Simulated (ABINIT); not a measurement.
Crystal: TePb.

```
Pb Te
1.0
     4.00229    0.00000    0.00000
     0.00000    4.00229    0.00000
     0.00000    0.00000    4.00229
Pb Te
1 1
Direct
  0.00000 0.00000 0.00000
  0.50000 0.50000 0.50000
```

Measurements of this composition are mostly on another form, of space group No. 225.

Program: ABINIT 10.8.3 (patched build). Alike in all runs: task band structure; potentials or basis JTH PAW PBE v2.0; no spin polarisation; cell as given; k mesh 7 × 7 × 7; cutoff (eV) 707; smearing fermi-dirac 0.05 eV.

Problem. Order these runs on this cell by their pressure, lowest first.
A. level PBEsol
B. level BLYP
C. level SCAN

Solution. A (-2.9 GPa), C (-1.3 GPa), B (3.6 GPa).

Caveats: the PAW data sets were made with another functional, which shifts forces and pressure a little.
